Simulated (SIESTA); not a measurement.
CdS: equation of state with PBEsol

The system is CdS.

```xyz
2
Lattice="4.2612 0.0000 0.0000 -2.1306 3.6903 0.0000 0.0000 0.0000 5.8042" Properties=species:S:1:pos:R:3 pbc="T T T"
Cd    0.0000    0.0000    2.5695
S     2.1306    1.2301    2.5208
```

Measurements of this composition are mostly on another form, of space group No. 186.

```json
{"Program": "SIESTA 5.4.2", "Task": "equation of state", "Functional": "PBEsol", "Potentials or basis": "PseudoDojo 0.4 standard (PBEsol files)", "Basis": "DZP (energy shift 0.003 Ry; two zetas on semicore shells)", "Grid cutoff": "800 Ry", "Energy shift": "0.003 Ry", "k mesh": "7 × 7 × 5", "Occupations": "fermi-dirac, width 0.05 eV", "Spin": "no spin polarisation"}
```

The equilibrium volume is 43.62 Å³/atom and the bulk modulus at fixed shape and positions is 33 GPa. The pressure derivative of the bulk modulus is 4.7.

Energy against volume, from the lowest point:
```csv
volume (Å³/atom),energy (meV/atom)
42.897,1.20
43.810,0.00
44.722,2.61
45.635,8.72
46.548,17.82
47.460,29.56
48.373,43.80
```

All runs of the series together: 110 s on 1 thread of Arm Neoverse V2 (shared host).

Caveat: the cell was scaled at fixed shape and fractional positions, which overstates the stiffness of a crystal with free parameters, most of all of layers and chains; the basis of atomic orbitals isn't converged, which shifts pressures, moduli and gaps.
